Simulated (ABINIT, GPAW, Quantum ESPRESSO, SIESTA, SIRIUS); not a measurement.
**Te2Mo: band gap by level of theory**

```
CELL_PARAMETERS angstrom
3.51820 0.00000 0.00000
-1.75910 3.04685 0.00000
0.00000 0.00000 13.97360
ATOMIC_POSITIONS crystal
Te 0.66667 0.33333 0.37900
Te 0.33333 0.66667 0.87900
Te 0.66667 0.33333 0.12100
Te 0.33333 0.66667 0.62100
Mo 0.66667 0.33333 0.75000
Mo 0.33333 0.66667 0.25000
```

```csv
rung,level,program and potentials,cutoff (eV),k mesh,spin,core time,chip,band gap (eV),miss (eV),notes
GGA,PBE,"SIESTA, files sg15-pbe-1.2, DZP (energy shift 0.003 Ry; two zetas on semicore shells)",-,9 × 9 × 2,off,2 min,Arm Neoverse V1,0.73,-0.15,atomic basis; 15.33 valence electrons an atom on average; from the band path
LDA,LDA,"Quantum ESPRESSO, GBRV 1.5 LDA",612,9 × 9 × 2,off,4.6 min,Arm Neoverse V2,0.65,-0.23,8.67 valence electrons an atom on average; from the band path
GGA + U (4 eV),PBE+U (Mo d U = 4 eV),"GPAW, GPAW PAW data sets (gpaw-data 1.2.1)",600,5 × 5 × 2,off,5.6 min,Arm Neoverse V2,0.69,-0.19,coarse mesh; 8.67 valence electrons an atom on average
GGA,PBE,"SIESTA, files PseudoDojo fr-pbe-0.4-standard, DZP (energy shift 0.003 Ry; two zetas on semicore shells)",-,7 × 7 × 2,"non-collinear, zero start, SOC",8.2 min,Arm Neoverse V1,0.71,-0.17,atomic basis; 15.33 valence electrons an atom on average; from the band path
GGA,PBE,"ABINIT, JTH PAW PBE v2.0",408,9 × 9 × 2,off,12 min,AMD EPYC 7R43 Zen 3,0.66,-0.22,8.67 valence electrons an atom on average; from the band path
GGA,HCTH,"Quantum ESPRESSO, PseudoDojo 0.4.1 SR PBE standard",1088,9 × 9 × 2,off,13 min,Arm Neoverse V2,0.78,-0.10,potentials made for PBE; 15.33 valence electrons an atom on average; from the band path
GGA,PBE,"SIRIUS, all-electron FP-LAPW (Koelling-Harmon valence), apw+lo standard",-,9 × 9 × 2,off,13 min,Arm Neoverse V1,0.71,-0.17,from the band path
GGA,PBE,"SIRIUS, all-electron FP-LAPW (ZORA valence), apw+lo standard",-,9 × 9 × 2,off,13 min,Arm Neoverse V1,0.71,-0.17,from the band path
```

Times are single runs on shared hosts and different chips, so they are rough; meshes, cutoffs and the tasks' sizes weigh on the time. Task: band structure. Gaps are the least found on the k mesh or the band path, and a mesh can miss the band edges. The cell comes from a database and isn't always the measured one. Meshes differ between rows, which moves values too. All levels ran on this one cell, unrelaxed unless noted. Meshes are those of the run's cell of 6 atoms unless a note names another. Misses use the values as printed. Runs on faulty files, with rough fits or with known faults for this quantity aren't shown.

By rung: LDA 0.65; GGA 0.66 to 0.78; GGA in atomic bases 0.73; GGA + U (4 eV) on coarse meshes 0.69; GGA with SOC in atomic bases 0.71 (eV). Measured: 0.88 eV at 300 K (arxiv:1407.1219). Closest, coarse meshes and atomic bases left aside, is HCTH (-0.10 eV), and PBE misses by -0.17 eV on plain settings. The runs are for a static lattice, while measurements hold temperature and zero-point motion; rows without SOC leave out spin-orbit coupling, which moves the band edges where heavy atoms are present.
